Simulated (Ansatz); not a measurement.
# Ta: the cost of one run

Computed with Ansatz 0.2.0 (DFT PBE, scalar-relativistic, plane waves, PAW, unless a step's input says otherwise).

## 1. The starting structure

It takes space group Im-3m (No. 229, cubic). The conventional cell has a = 3.303 Å, b = 3.303 Å, c = 3.303 Å, α = 90.00°, β = 90.00°, γ = 90.00°. Around Ta (site symmetry m-3m) lie 8 Ta at 2.86 Å.

Structure file:

```cif
data_structure
_symmetry_space_group_name_H-M 'Im-3m'
_symmetry_Int_Tables_number 229
_cell_length_a 3.3026
_cell_length_b 3.3026
_cell_length_c 3.3026
_cell_angle_alpha 90.000
_cell_angle_beta 90.000
_cell_angle_gamma 90.000
_cell_volume 36.02
loop_
_atom_site_label
_atom_site_type_symbol
_atom_site_symmetry_multiplicity
_atom_site_Wyckoff_symbol
_atom_site_fract_x
_atom_site_fract_y
_atom_site_fract_z
_atom_site_occupancy
Ta1 Ta 2 a 0.00000 0.00000 0.00000 1
```

The cell is taken as given, not relaxed at this level.

## 2. Zero of energy

The reference gives a free energy of -9932.2551 eV, pressure 3.15 GPa, largest force 0.000 eV/Å and gap on the mesh none (metal). It was computed beforehand with the settings of the runs below.

## 3. The scan: a tetragonal deformation path

At fixed volume and fractional coordinates, lengths along (0.000, 0.000, 1.000) are scaled against those across it; ρ is that ratio over its starting value.

## 4. Point ρ = 0.707

input.yaml

```yaml
crystal:
  lattice:
    - [-1.8535924404, 1.8535924404, 1.3104898553]
    - [1.8535924404, -1.8535924404, 1.3104898553]
    - [1.8535924404, 1.8535924404, -1.3104898553]
  atoms:
    - { symbol: Ta, position: [0.0, 0.0, 0.0] }
basis:
  ecutwfc: 420
kpoints:
  mp_grid: { grid: [22, 22, 22] }
hamiltonian:
  xc: pbe
scf:
  occupations: { method: gaussian, width: 0.15 }
output:
  forces: true
  stress: true
  eigenvalues: true
  write_density: true
  write_potential: true
  elf: true
  volumetric_format: npy
```

Command:

```sh
$ ansatz run input.yaml --threads 1 --pin off --max-ram 2560MiB --backend cpu --events-out ev --progress --plain --runs-dir out
```

**Question.** How long does this run take on 1 thread of Intel Xeon 6975P-C (Granite Rapids), shared host, and how much memory does it need?

About 6.2 s, with a peak of 0.5 GiB.
